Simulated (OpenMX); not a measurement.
ZnO (zincite) under changes of volume

One of the cells (11.900 Å³/atom); the others are scaled copies at fixed shape and fractional positions:

```xyz
4
Lattice="3.2493 0.0000 0.0000 -1.6247 2.8140 0.0000 0.0000 0.0000 5.2057" Properties=species:S:1:pos:R:3 pbc="T T T"
Zn    1.6247    0.9380    0.0000
Zn    0.0000    1.8760    2.6029
O     0.0000    1.8760    4.5759
O     1.6247    0.9380    1.9730
```

* Program: OpenMX 3.8.5
* Functional: PBE
* Potentials or basis: OpenMX 2013 PBE set, Zn6.0H-s2p2d1, O6.0-s2p2, fixed grid of 36 × 36 × 70 points
* k mesh: 9 × 9 × 5
* Occupations: fermi-dirac, width 0.05 eV
* Spin: no spin polarisation

| volume (Å³/atom) | energy over the lowest point (meV/atom) | gap on the mesh (eV) | largest force (eV/Å) |
| --- | --- | --- | --- |
| 11.186 | 75.14 | 1.19 | 0.064 |
| 11.424 | 49.50 | 1.13 | 0.061 |
| 11.662 | 30.09 | 1.07 | 0.051 |
| 11.900 | 15.69 | 1.02 | 0.049 |
| 12.138 | ? | ? | ? |
| 12.376 | 1.26 | 0.90 | 0.038 |
| 12.614 | 0.00 | 0.85 | 0.037 |

Q: What does the run at 12.138 Å³/atom give?

A: Energy over the lowest point 6.14 meV/atom; gap on the mesh 0.96 eV; largest force 0.046 eV/Å.

Worked out: A Birch-Murnaghan fit of order 3 (a polynomial in V^(-2/3)) to the other rows has its minimum at 12.58 Å³/atom with B0 = V·E''(V) = 126 GPa and B' = 4.7 at fixed shape and positions, which overstates the stiffness. It gives 6.34 meV/atom at 12.138 Å³/atom, against the run's 6.14. A straight line through the other rows of the gap, of slope -2.84 eV per unit of ln V (its deformation potential), gives 0.96 eV, against the run's 0.96.

Energies are extrapolated to zero smearing.

Caveats: the transition metal has a single d function, too few for pressures, volumes and moments; the basis of atomic orbitals isn't converged, which shifts pressures, moduli and gaps.
